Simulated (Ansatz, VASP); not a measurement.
# Al in VASP and in Ansatz

Contents of POSCAR:

```
Al
1.0
   -1.5697130985      1.5697130985      1.5697130985
    1.5697130985     -1.5697130985      1.5697130985
    1.5697130985      1.5697130985     -1.5697130985
Al
1
Direct
    0.0000000000      0.0000000000      0.0000000000
```

The input INCAR.step1:

```
ALGO = Normal ; EDIFF = 1E-4
ENCUT = 520 ; GGA = PE
ISMEAR = -1 ; LASPH = True
LCHARG = False ; LREAL = False
LWAVE = True ; NBANDS = 8
NELM = 60 ; PREC = Accurate
SIGMA = 0.05
```

The input INCAR.step2:

```
ALGO = Normal ; EDIFF = 1E-6
ENCUT = 520 ; ISIF = 2
ISMEAR = -1 ; ISTART = 1
LASPH = True ; LCHARG = False
LMIXTAU = True ; LREAL = False
LWAVE = False ; METAGGA = R2SCAN
NBANDS = 8 ; NELM = 60
PREC = Accurate ; SIGMA = 0.05
```

Contents of KPOINTS:

```
k-points
0
Gamma
  12 12 12
```

input.yaml

```yaml
crystal:
  lattice:
    - [-1.5697130985, 1.5697130985, 1.5697130985]
    - [1.5697130985, -1.5697130985, 1.5697130985]
    - [1.5697130985, 1.5697130985, -1.5697130985]
  atoms:
    - { symbol: Al, position: [0.0, 0.0, 0.0] }
hamiltonian:
  xc: r2scan
  pseudopotentials: { kind: paw }
kpoints:
  mp_grid: { grid: [12, 12, 12] }
scf:
  occupations: { method: fermi_dirac, width: 0.05 }
output:
  forces: true
  stress: true
  eigenvalues: true
```

This isn't the form of Al at room conditions, which is fcc.

Alike in both runs: task single point; functional r2SCAN; k mesh 12 × 12 × 12; occupations fermi-dirac, width 0.05 eV; no spin polarisation.

|  | VASP | Ansatz |
| --- | --- | --- |
| version | VASP 6.6.1 | Ansatz 0.2.0 |
| potentials or method | VASP PAW PBE potentials, release 64 (Al) | Ansatz PAW |
| plane-wave cutoff (eV) | 520 | 500 |
| valence electrons in the cell | 3 | 3 |

Ansatz gave:

| Quantity | Value |
| --- | --- |
| gap on the k mesh at the Fermi level (eV) | none |
| pressure (GPa) | 4.2 |

Q: Which values does VASP return?

A: gap on the k mesh at the Fermi level (eV): none; pressure (GPa): 3.8.

A gap of «none» marks a metal or a gap that the smearing closes.

Caveats: the PAW data sets were made with another functional, which shifts forces and pressure a little (VASP); the PAW data sets come from PBE, with cores solved anew for the run's functional, which leaves a small shift of forces and pressure (Ansatz).
